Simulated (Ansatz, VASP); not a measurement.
# Two plane-wave programs on CdSe

```
Cd Se
1.0
     4.34609    0.00000    0.00000
    -2.17304    3.76382    0.00000
     0.00000    0.00000    7.08984
Cd Se
2 2
Cartesian
  2.1730 1.2546 3.5446
  0.0000 2.5092 7.0895
  2.1730 1.2546 6.2100
  0.0000 2.5092 2.6651
```

The cell is a database's computed one.

Alike in both runs: task single point; functional PBEsol; k mesh 6 × 6 × 4; occupations gaussian, width 0.1 eV; no spin polarisation.

|  | VASP | Ansatz |
| --- | --- | --- |
| version | VASP 6.6.1 | Ansatz 0.2.0 |
| potentials or method | VASP PAW PBE potentials, release 64 (Cd, Se) | scalar-relativistic, plane waves, PAW |
| plane-wave cutoff (eV) | 520 | 420 |
| valence electrons in the cell | 36 | 72 |

VASP gave:

| Property | Result |
| --- | --- |
| gap on the k mesh at the Fermi level (eV) | 0.48 |
| least direct gap on the mesh (eV) | 0.48 |
| pressure (GPa) | -1.2 |

Q: Estimate Ansatz's values.

A: gap on the k mesh at the Fermi level (eV): 0.48; least direct gap on the mesh (eV): 0.48; pressure (GPa): -1.4.

The two sets of potentials don't hold the same shells in valence. Ansatz warned: «pseudo_functional_mismatch».

Caveats: the PAW data sets were made with another functional, which shifts forces and pressure a little (VASP).
